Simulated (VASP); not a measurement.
Wanted: the native input for a VASP 6.6.1 run.

```yaml
Task: single point
Functional: PBE
Potentials_or_basis: VASP PAW PBE potentials, release 64 (K_sv, F)
Cutoff: 520 eV
k_mesh: 8 × 8 × 8
Occupations: gaussian, width 0.02 eV
Spin: no spin polarisation
Dipole_correction: no
Further_INCAR_settings: ALGO = Fast; EDIFF = 1e-06; NBANDS = 15
```

The structure of KF lies in POSCAR:

```
KF
1.0
    0.0000000000      2.9758000000      2.9758000000
    2.9758000000      0.0000000000      2.9758000000
    2.9758000000      2.9758000000      0.0000000000
K F
1 1
Direct
    0.0000000000      0.0000000000      0.0000000000
    0.2500000000      0.2500000000      0.2500000000
```

The cell comes from a database or a generator and needn't be the stable form of this composition.

One way to write it, as run:

INCAR

```
PREC = Accurate ; ENCUT = 520
EDIFF = 1E-6 ; ISMEAR = 0
SIGMA = 0.02 ; LREAL = F
LASPH = T ; NELM = 80
ALGO = Fast ; ISIF = 2
LWAVE = F ; LCHARG = F
GGA = PE ; NBANDS = 15
```

KPOINTS

```
regular mesh
0
Gamma
  8 8 8
```

Potentials or basis: VASP PAW PBE potentials, release 64 (K_sv, F).

Run with:

```console
$ cat potpaw_PBE.64/K_sv/POTCAR potpaw_PBE.64/F/POTCAR > POTCAR
$ mpirun -np 1 vasp_std > vasp.out
```

It gave:

```yaml
Pressure: 0.0 GPa
Band_gap_on_the_k_mesh: 5.05 eV, indirect (least direct gap 5.23 eV)
```

Wall time 14 s on 1 thread of Intel(R) Xeon(R) 6975P-C (Granite Rapids), with other jobs on the host, peak memory 0.18 GiB.
